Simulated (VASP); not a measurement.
Here is a VASP 6.6.1 calculation.

INCAR

```
ALGO = Normal
EDIFF = 1E-7
EDIFFG = -0.005
ENCUT = 600
GGA = PE
IBRION = 2
ISIF = 3
ISMEAR = 1
LASPH = True
LCHARG = False
LREAL = False
LWAVE = False
NELM = 80
NSW = 90
PREC = Accurate
SIGMA = 0.1
```

KPOINTS

```
k-points
0
Gamma
  10 10 10
```

POSCAR

```
Cu3N                                    
1.0
    3.8331530171     -0.0000000000     -0.0000000000
    0.0000000000      3.8331530171     -0.0000000000
    0.0000000000      0.0000000000      3.8331530171
  Cu              N             
     3     1
Direct
     0.5000000000000000    0.0000000000000000    0.0000000000000000
     0.0000000000000000    0.5000000000000000    0.0000000000000000
     0.0000000000000000    0.0000000000000000    0.5000000000000000
     0.0000000000000000    0.0000000000000000    0.0000000000000000
```

Potentials or basis: VASP PAW PBE potentials, release 64 (Cu, N).

The run is started by

```sh
$ cat potpaw_PBE.64/Cu/POTCAR potpaw_PBE.64/N/POTCAR > POTCAR
$ mpirun -np 1 vasp_std > vasp.out
```

Problem. What does it give for the band gap on the k mesh?

Solution. 0.26 eV, indirect (least direct gap 0.80 eV).

Final structure:
```
Cu N
1.0
     3.83315    0.00000    0.00000
     0.00000    3.83315    0.00000
     0.00000    0.00000    3.83315
Cu N
3 1
Direct
  0.50000 0.00000 0.00000
  0.00000 0.50000 0.00000
  0.00000 0.00000 0.50000
  0.00000 0.00000 0.00000
```

Caveat: the relaxation stopped at its first step, so nothing moved. PBE gaps usually lie below the measured ones, often by a third to a half.
